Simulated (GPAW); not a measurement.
Crystal: MoS2.

```
Mo S
1.0
     3.22746    0.00000    0.00000
    -1.61373    2.79507    0.00000
     0.00000    0.00000    6.31247
Mo S
1 2
Direct
  0.00000 0.00000 0.50000
  0.66667 0.33333 0.74468
  0.33333 0.66667 0.25532
```

Measurements of this composition are mostly on another form, of space group No. 194.

- Program: GPAW 26.7.0
- Task: relaxation of cell and atoms
- Functional: RPBE
- Dispersion: D3(BJ)
- Potentials or basis: the program's PAW data sets (release 1.2.1) made for this functional
- Cutoff: 600 eV
- Basis: pw
- k mesh: 9 × 9 × 4
- Occupations: fermi-dirac, width 0.05 eV
- Spin: no spin polarisation

At the start: pressure -13.5 GPa; volume 18.98 Å³/atom.

Q: Where does the relaxation end?

A: Over 49 steps the energy falls by 265.6 meV/atom and the volume is 13.72 Å³/atom (-27.7 %); space group P-3m1 (No. 164, to 0.05 Å).

The path:
```tsv
step	energy change (eV)	largest force (eV/Å)	pressure (GPa)	volume (Å³)
1	0.0000	0.2008	-13.49	56.94
3	-0.2026	0.5359	-7.94	54.42
5	-0.4251	1.3252	0.28	50.37
7	-0.6191	0.3392	-0.07	47.25
9	-0.5957	0.4747	-1.95	45.99
11	-0.6116	0.2500	-0.67	45.88
13	-0.6271	0.0736	1.02	45.76
15	-0.6370	0.3375	2.00	45.74
17	-0.6491	0.4064	1.29	45.90
19	-0.6640	0.2159	-1.39	46.20
21	-0.6764	0.0158	-3.69	46.17
23	-0.7045	0.1721	-2.36	45.25
25	-0.7378	0.3467	0.84	43.60
27	-0.7669	0.1660	-0.60	42.26
29	-0.7942	0.0448	1.66	40.80
31	-0.7883	0.0199	0.81	40.54
33	-0.7912	0.1056	-0.04	40.68
35	-0.7942	0.1178	-0.27	40.80
37	-0.7962	0.0178	0.42	40.85
39	-0.7968	0.0204	0.35	41.07
41	-0.7968	0.0123	0.26	41.09
43	-0.7969	0.0022	0.07	41.11
45	-0.7969	0.0126	-0.10	41.14
47	-0.7969	0.0101	-0.16	41.16
49	-0.7969	0.0070	-0.08	41.15
```

Final structure:
```
Mo S
1.0
     3.00931    0.00000    0.00000
    -1.50465    2.60614    0.00000
     0.00000    0.00000    5.24745
Mo S
1 2
Direct
  0.00000 0.00000 0.50000
  0.66667 0.33333 0.80547
  0.33333 0.66667 0.19453
```

Caveat: later steps reuse the first step's grids; the volume moved by over 15 % at a fixed basis, so the end points are rough.
